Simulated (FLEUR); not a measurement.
# Ge under changes of volume

One of the cells (22.639 Å³/atom); the others are scaled copies at fixed shape and fractional positions:

```
Ge
1.0
     0.00000    2.82891    2.82891
     2.82891    0.00000    2.82891
     2.82891    2.82891    0.00000
Ge
2
Direct
  0.75000 0.75000 0.75000
  0.50000 0.50000 0.50000
```

| Property | Result |
| --- | --- |
| Program | FLEUR MaX-R8.1 (later development tree) |
| Functional | SCAN |
| Potentials or basis | all-electron |
| Basis | FLAPW |
| Kmax | 4.71 1/bohr |
| k mesh | 8 × 8 × 8 |
| Occupations | fermi-dirac, width 0.05 eV |
| Spin | no spin polarisation |

```tsv
volume (Å³/atom)	energy over the lowest point (meV/atom)	gap on the mesh (eV)
21.281	24.43	0.53
21.733	11.27	0.46
22.639	0.00	0.19
23.545	5.03	none
23.997	?	?
```

Task: What does the run at 23.997 Å³/atom give?

Result: Energy over the lowest point 12.71 meV/atom; gap on the mesh none.

Worked out: A Birch-Murnaghan fit of order 2 (a polynomial in V^(-2/3)) to the other rows has its minimum at 22.78 Å³/atom with B0 = V·E''(V) = 71 GPa. It gives 12.85 meV/atom at 23.997 Å³/atom, against the run's 12.71.

Energies are extrapolated to zero smearing.

Caveats: the meta-GGA is that of a development version, with a GGA for the radial functions and cores and without core tails.

A mesh can miss the band edges. Spin-orbit coupling on Ge is left out.

A gap of «none» marks a metal or a gap under the smearing width.
